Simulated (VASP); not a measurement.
Write the native input for VASP 6.6.1 that does the following.

```yaml
Task: band structure
Functional: PBEsol
Potentials_or_basis: VASP PAW PBE potentials, release 64 (Ga_d, Sb)
Cutoff: 520 eV
k_mesh: 6 × 6 × 6
Occupations: gaussian, width 0.03 eV
Spin: no spin polarisation
Grid_for_exact_exchange_PRECFOCK: Fast
Further_INCAR_settings: ALGO = Normal; EDIFF = 1e-06; NBANDS = 16
```

The structure of GaSb lies in POSCAR:

```
GaSb                                    
1.0
    0.0000000000      3.0573977452      3.0573977452
    3.0573977452      0.0000000000      3.0573977452
    3.0573977452      3.0573977452      0.0000000000
  Ga              Sb            
     1     1
Direct
     0.0000000000000000    0.0000000000000000    1.0000000000000000
     0.2500000000000000    0.2500000000000000    0.2500000000000000
```

The cell was built by a generator and needn't be a form met in nature.

These files were run (other wordings do the same):

INCAR

```
SYSTEM = GaSb
ALGO = Normal
EDIFF = 1E-6
ENCUT = 520
GGA = PS
ISIF = 2
ISMEAR = 0
KPAR = 2
LASPH = .True.
LCHARG = .False.
LREAL = .False.
LWAVE = .False.
NBANDS = 16
NELM = 80
PREC = Accurate
SIGMA = 0.03
```

KPOINTS

```
k-points
0
Gamma
  6 6 6
  0 0 0
```

KPOINTS_OPT

```
explicit points
9
Reciprocal
 0.0000000000  0.0000000000  0.0000000000 1
 0.3750000000  0.3750000000  0.7500000000 1
 0.5000000000  0.5000000000  0.5000000000 1
 0.6250000000  0.2500000000  0.6250000000 1
 0.5000000000  0.2500000000  0.7500000000 1
 0.5000000000  0.0000000000  0.5000000000 1
 0.4000000000  0.0000000000  0.4000000000 1
 0.4250000000  0.0000000000  0.4250000000 1
 0.4500000000  0.0000000000  0.4500000000 1
```

Potentials or basis: VASP PAW PBE potentials, release 64 (Ga_d, Sb).

Run with:

```console
$ cat potpaw_PBE.64/Ga_d/POTCAR potpaw_PBE.64/Sb/POTCAR > POTCAR
$ mpirun -np 2 vasp_std > vasp.out
```

Results of the run:

```
Pressure                : 0.1 GPa
Band gap along the path : none (metal or under the smearing width)
```

Caveat: the PAW data sets were made with another functional, which shifts forces and pressure a little; spin-orbit coupling is left out, which moves the levels of the heavy elements; this crystal is a semiconductor, whose small gap the functional closes, so the metal is an error of the method.

Run time: 8.4 s on 2 MPI ranks on Intel(R) Xeon(R) Platinum 8488C (Sapphire Rapids) (shared host), peak memory 0.17 GiB a rank.
